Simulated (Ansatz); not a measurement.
Cu under changes of volume

One of the cells (11.436 Å³/atom); the others are scaled copies at fixed shape and fractional positions:

```
Cu
1.0
     2.53410    0.00000    0.00000
    -1.26705    2.19459    0.00000
     0.00000    0.00000    4.11257
Cu
2
Direct
  0.66667 0.33333 0.75000
  0.33333 0.66667 0.25000
```

This isn't the form of Cu at room conditions, which is fcc.

* Program: Ansatz 0.2.0
* Functional: HSE06
* Potentials or basis: Ansatz PAW
* Cutoff: 420 eV (not typed: the program's choice for these potentials)
* k mesh: 8 × 8 × 4
* Occupations: fermi-dirac, width 0.05 eV
* Spin: no spin polarisation

```csv
volume (Å³/atom),energy over the lowest point (meV/atom),pressure (GPa)
10.749,70.30,18.9
10.978,46.38,14.7
11.207,?,?
11.436,14.50,7.6
11.664,5.74,4.6
11.893,0.99,1.9
12.122,0.00,-0.6
```

What does the run at 11.207 Å³/atom give?

Energy over the lowest point 27.92 meV/atom; pressure 11.0 GPa.

Worked out: A Birch-Murnaghan fit of order 3 (a polynomial in V^(-2/3)) to the other rows has its minimum at 12.07 Å³/atom with B0 = V·E''(V) = 129 GPa and B' = 4.0 at fixed shape and positions, which overstates the stiffness. It gives 27.94 meV/atom at 11.207 Å³/atom, against the run's 27.92, and -dE/dV = 11.1 GPa, against 11.0.

Energies are extrapolated to zero smearing.

Caveats: all runs use coarse meshes; the PAW data sets come from PBE, with cores solved anew for the run's functional, which leaves a small shift of forces and pressure; the thresholds are loose for stress.
